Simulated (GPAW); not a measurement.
A run of GPAW 26.7.0:

The input run.py:

```python
import spglib
from ase import Atoms
from ase.dft.bandgap import bandgap
from ase.io import read, write
from ase.units import GPa
from gpaw import GPAW, PW, setup_paths

setup_paths.insert(0, '.')

atoms = read('Ge.cif')
cell, positions, numbers = spglib.find_primitive(
    (atoms.cell[:], atoms.get_scaled_positions(), atoms.numbers), symprec=1e-4)
atoms = Atoms(numbers, cell=cell, scaled_positions=positions, pbc=True)

calc = GPAW(mode=PW(600),
            xc='LDA',
            kpts={'size': (8, 8, 8), 'gamma': True},
            occupations={'name': 'fermi-dirac', 'width': 0.05},
            nbands=11,
            convergence={'density': 1e-05, 'energy': 1e-05},
            maxiter=150,
            txt='gpaw.txt')
atoms.calc = calc
energy = atoms.get_potential_energy()
forces = atoms.get_forces()
stress = atoms.get_stress()
calc.write('gs.gpw')
write('result.traj', atoms)
print(f'Energy: {energy:.6f} eV')
print('Forces (eV/A):')
print(forces.round(4))
print('Stress (GPa):', (stress / GPa).round(3))
print('Fermi level:', round(calc.get_fermi_level(), 4), 'eV')
print(f'Gap: {bandgap(calc)[0]:.4f} eV, direct: {bandgap(calc, direct=True)[0]:.4f} eV')

path = atoms.cell.bandpath('GXWKGLUWLK,UX', npoints=100, eps=1e-4)
bs_calc = calc.fixed_density(kpts=path, symmetry='off', nbands=21,
                             convergence={'bands': 'CBM+6.0', 'eigenstates': 1e-6}, txt='bands.txt')
bs = bs_calc.band_structure()
bs.write('bs.json')
print(f'Gap on the path: {bandgap(bs_calc)[0]:.4f} eV')
```

Ge.cif

```cif
data_Ge
_cell_length_a 5.65782000
_cell_length_b 5.65782000
_cell_length_c 5.65782000
_cell_angle_alpha 90.00000000
_cell_angle_beta 90.00000000
_cell_angle_gamma 90.00000000
_space_group_name_H-M_alt 'Fd-3m'
_space_group_name_Hall 'F 4d 2 3 -1d'
_space_group_IT_number 227
loop_
_space_group_symop_operation_xyz
'x,y,z'
'-y+1/4,x+1/4,z+1/4'
'-x,-y+1/2,z+1/2'
'y+3/4,-x+1/4,z+3/4'
'x,-y,-z'
'-y+1/4,-x+3/4,-z+3/4'
'-x,y+1/2,-z+1/2'
'y+3/4,x+3/4,-z+1/4'
'z,x,y'
'z+1/4,-y+1/4,x+1/4'
'z+1/2,-x,-y+1/2'
'z+3/4,y+3/4,-x+1/4'
'-z,x,-y'
'-z+3/4,-y+1/4,-x+3/4'
'-z+1/2,-x,y+1/2'
'-z+1/4,y+3/4,x+3/4'
'y,z,x'
'x+1/4,z+1/4,-y+1/4'
'-y+1/2,z+1/2,-x'
'-x+1/4,z+3/4,y+3/4'
'-y,-z,x'
'-x+3/4,-z+3/4,-y+1/4'
'y+1/2,-z+1/2,-x'
'x+3/4,-z+1/4,y+3/4'
'-x+1/4,-y+1/4,-z+1/4'
'y,-x,-z'
'x+1/4,y+3/4,-z+3/4'
'-y+1/2,x,-z+1/2'
'-x+1/4,y+1/4,z+1/4'
'y,x+1/2,z+1/2'
'x+1/4,-y+3/4,z+3/4'
'-y+1/2,-x+1/2,z'
'-z+1/4,-x+1/4,-y+1/4'
'-z,y,-x'
'-z+3/4,x+1/4,y+3/4'
'-z+1/2,-y+1/2,x'
'z+1/4,-x+1/4,y+1/4'
'z+1/2,y,x+1/2'
'z+3/4,x+1/4,-y+3/4'
'z,-y+1/2,-x+1/2'
'-y+1/4,-z+1/4,-x+1/4'
'-x,-z,y'
'y+3/4,-z+3/4,x+1/4'
'x,-z+1/2,-y+1/2'
'y+1/4,z+1/4,-x+1/4'
'x+1/2,z+1/2,y'
'-y+3/4,z+3/4,x+1/4'
'-x+1/2,z,-y+1/2'
'x,y+1/2,z+1/2'
[... 70 lines left out ...]
'x+1/4,-z+1/4,y+1/4'
'-x+3/4,-y+1/4,-z+3/4'
'y+1/2,-x,-z+1/2'
'x+3/4,y+3/4,-z+1/4'
'-y,x,-z'
'-x+3/4,y+1/4,z+3/4'
'y+1/2,x+1/2,z'
'x+3/4,-y+3/4,z+1/4'
'-y,-x+1/2,z+1/2'
'-z+3/4,-x+1/4,-y+3/4'
'-z+1/2,y,-x+1/2'
'-z+1/4,x+1/4,y+1/4'
'-z,-y+1/2,x+1/2'
'z+3/4,-x+1/4,y+3/4'
'z,y,x'
'z+1/4,x+1/4,-y+1/4'
'z+1/2,-y+1/2,-x'
'-y+3/4,-z+1/4,-x+3/4'
'-x+1/2,-z,y+1/2'
'y+1/4,-z+3/4,x+3/4'
'x+1/2,-z+1/2,-y'
'y+3/4,z+1/4,-x+3/4'
'x,z+1/2,y+1/2'
'-y+1/4,z+3/4,x+3/4'
'-x,z,-y'
'x+1/2,y+1/2,z'
'-y+3/4,x+3/4,z+1/4'
'-x+1/2,-y,z+1/2'
'y+1/4,-x+3/4,z+3/4'
'x+1/2,-y+1/2,-z'
'-y+3/4,-x+1/4,-z+3/4'
'-x+1/2,y,-z+1/2'
'y+1/4,x+1/4,-z+1/4'
'z+1/2,x+1/2,y'
'z+3/4,-y+3/4,x+1/4'
'z,-x+1/2,-y+1/2'
'z+1/4,y+1/4,-x+1/4'
'-z+1/2,x+1/2,-y'
'-z+1/4,-y+3/4,-x+3/4'
'-z,-x+1/2,y+1/2'
'-z+3/4,y+1/4,x+3/4'
'y+1/2,z+1/2,x'
'x+3/4,z+3/4,-y+1/4'
'-y,z,-x'
'-x+3/4,z+1/4,y+3/4'
'-y+1/2,-z+1/2,x'
'-x+1/4,-z+1/4,-y+1/4'
'y,-z,-x'
'x+1/4,-z+3/4,y+3/4'
'-x+3/4,-y+3/4,-z+1/4'
'y+1/2,-x+1/2,-z'
'x+3/4,y+1/4,-z+3/4'
'-y,x+1/2,-z+1/2'
'-x+3/4,y+3/4,z+1/4'
'y+1/2,x,z+1/2'
'x+3/4,-y+1/4,z+3/4'
'-y,-x,z'
'-z+3/4,-x+3/4,-y+1/4'
'-z+1/2,y+1/2,-x'
'-z+1/4,x+3/4,y+3/4'
'-z,-y,x'
'z+3/4,-x+3/4,y+1/4'
'z,y+1/2,x+1/2'
'z+1/4,x+3/4,-y+3/4'
'z+1/2,-y,-x+1/2'
'-y+3/4,-z+3/4,-x+1/4'
'-x+1/2,-z+1/2,y'
'y+1/4,-z+1/4,x+1/4'
'x+1/2,-z,-y+1/2'
'y+3/4,z+3/4,-x+1/4'
'x,z,y'
'-y+1/4,z+1/4,x+1/4'
'-x,z+1/2,-y+1/2'
loop_
_atom_site_label
_atom_site_type_symbol
_atom_site_symmetry_multiplicity
_atom_site_Wyckoff_symbol
_atom_site_fract_x
_atom_site_fract_y
_atom_site_fract_z
_atom_site_occupancy
Ge1 Ge 8 a 0.2500000000 0.2500000000 0.2500000000 1
```

Potentials or basis: PAW data sets generated in the run's folder for this functional, pw.

Command:

```bash
$ gpaw-setup -f LDA Ge
$ OMP_NUM_THREADS=1 python run.py
```

Hardware: 1 thread of INTEL(R) XEON(R) PLATINUM 8581C CPU @ 2.30GHz (Emerald Rapids) (shared host).

**Question.** How long does it take, and how much memory?

**Answer.** Run time: 22 s on 1 thread of INTEL(R) XEON(R) PLATINUM 8581C CPU @ 2.30GHz (Emerald Rapids), with other jobs on the host, peak memory 0.24 GiB. Counts: scf iterations 12, plane waves 1540, bands 11, k points 29.
